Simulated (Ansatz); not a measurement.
Reactions of `FC(F)(F)CI`.

Isolated molecules relaxed with PBE0-D4/def2-TZVP in Ansatz; ΔE leaves out vibrations. CCSD(T)/CBS adds triple-zeta CCSD(T) − MP2 to the extrapolated MP2 energy (def2 sets, frozen cores). This one scheme is used for every species. Double bonds are as drawn, so ΔE can hold a change between cis and trans. DFT in def2-TZVPP. Elements past krypton have def2 core potentials. For Br, I outer-core shells are correlated without core-valence functions, which leaves a few kJ/mol of doubt a bond. Scalar relativity is left out up to krypton. One conformer a species, not always the lowest.

```
                                               reaction  B2PLYP (kcal/mol)  ωB97M-V (kcal/mol)  CCSD(T)/CBS(def2) (kcal/mol)
                `FC(F)(F)CI` + HBr → `FC(F)(F)CBr` + HI                2.3                 2.3                           3.6
           `FC(F)(F)CI` + `OBCl` → `FC(F)(F)COBCl` + HI                9.7                 9.4                          11.4
`FC(F)(F)CI` + `N=C[SiH3]` → `N=C([SiH3])CI` + `FC(F)F`               -3.1                -1.7                          -3.1
  `FC(F)(F)CI` + `F/C=C/F` → `F/C=C(\F)C(F)(F)F` + `CI`                0.3                 0.7                           1.3
                `FC(F)(F)CI` + `CC` → `CCCI` + `FC(F)F`                0.9                 2.1                           0.6
  `FC(F)(F)CI` + `FC(F)Br` → `FC(F)(F)C(F)(F)Br` + `CI`                5.5                 4.5                           5.2
```

Largest T1 diagnostic: 0.013, for `F/C=C(\F)C(F)(F)F`.
